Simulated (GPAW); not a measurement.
Here is a GPAW 26.7.0 calculation.

File run.py:

```python
from ase import Atoms
from ase.dft.bandgap import bandgap
from ase.io import write
from ase.units import GPa
from gpaw import GPAW, PW

atoms = Atoms(['Hf', 'B', 'B'],
              cell=[[3.14, 0.0, 0.0],
                    [-1.57, 2.7193197679, 0.0],
                    [0.0, 0.0, 3.48]],
              scaled_positions=[[0.00407, -0.003784, -0.002973],
                                [0.673524, 0.34355, 0.491307],
                                [0.31739, 0.675133, 0.484549]],
              pbc=True)

calc = GPAW(mode=PW(800),
            xc='PBE',
            kpts={'size': (10, 10, 8), 'gamma': True},
            occupations={'name': 'fermi-dirac', 'width': 0.05},
            nbands=20,
            convergence={'density': 1e-05, 'energy': 1e-05},
            maxiter=150,
            txt='gpaw.txt')
atoms.calc = calc
energy = atoms.get_potential_energy()
forces = atoms.get_forces()
stress = atoms.get_stress()
calc.write('gs.gpw')
write('result.traj', atoms)
print(f'Energy: {energy:.6f} eV')
print('Forces (eV/A):')
print(forces.round(4))
print('Stress (GPa):', (stress / GPa).round(3))
print('Fermi level:', round(calc.get_fermi_level(), 4), 'eV')
print(f'Gap: {bandgap(calc)[0]:.4f} eV, direct: {bandgap(calc, direct=True)[0]:.4f} eV')
```

Potentials or basis: GPAW PAW data sets (gpaw-data 1.2.1), pw.

Launch:

```sh
$ OMP_NUM_THREADS=1 python run.py
```

(1) What does it give for the largest force?

(2) Estimate the pressure.

(3) Predict the band gap on the k mesh.

Results:

(1) 1.338 eV/Å.

(2) 3.0 GPa.

(3) none (metal or under the smearing width).
